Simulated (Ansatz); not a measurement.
# TaN: pressure against volume

TaN, P-6m2, a = 2.924 Å, c = 2.871 Å. This isn't the usual stable structure of the compound. Ansatz: PBEsol, PAW, 420 eV, Γ-centred 18×18×14 mesh on 2 atoms, Gaussian smearing 0.10 eV; no spin polarisation. Shape and atoms are relaxed at each volume; pressure is positive in compression.

```tsv
V (Å³/atom)	P (GPa)
9.352	?
9.671	41.80
9.990	25.59
10.309	11.78
10.628	0.00
10.947	-10.04
11.265	-18.58
11.691	-28.03
```

**Question.** Take V0 = 10.628 Å³/atom, fit the third-order Birch–Murnaghan form to the other rows, and predict the missing pressure.

**Answer.** With the Eulerian strain f = ½[(V0/V)^(2/3) − 1] and y = P/[3f(1 + 2f)^(5/2)], the form is the line y = B0 + 1.5 B0 (B0′ − 4) f. Rows (f, y): 0.03246, 366.8; 0.02107, 365.1; 0.01026, 363.8; -0.00976, 360.2; -0.01903, 358.6; -0.03079, 355.7. Means f = 0.0007017, y = 361.70; Σ(Δf)² = 0.003005, ΣΔfΔy = 0.5171; the slope is their ratio. y = 361.6 + 172.1 f GPa, so B0 = 361.6 GPa and B0′ = 4 + 2 × (172.1)/(3 × 361.6) = 4.32. At V = 9.352, f = 0.04450, y = 369.26 and P = 61.01 GPa. The run gave 60.80 GPa, so the fit is 0.21 GPa too high, a small miss on the scale of the series.

Spin–orbit coupling is left out, which can shift energies with elements as heavy as these.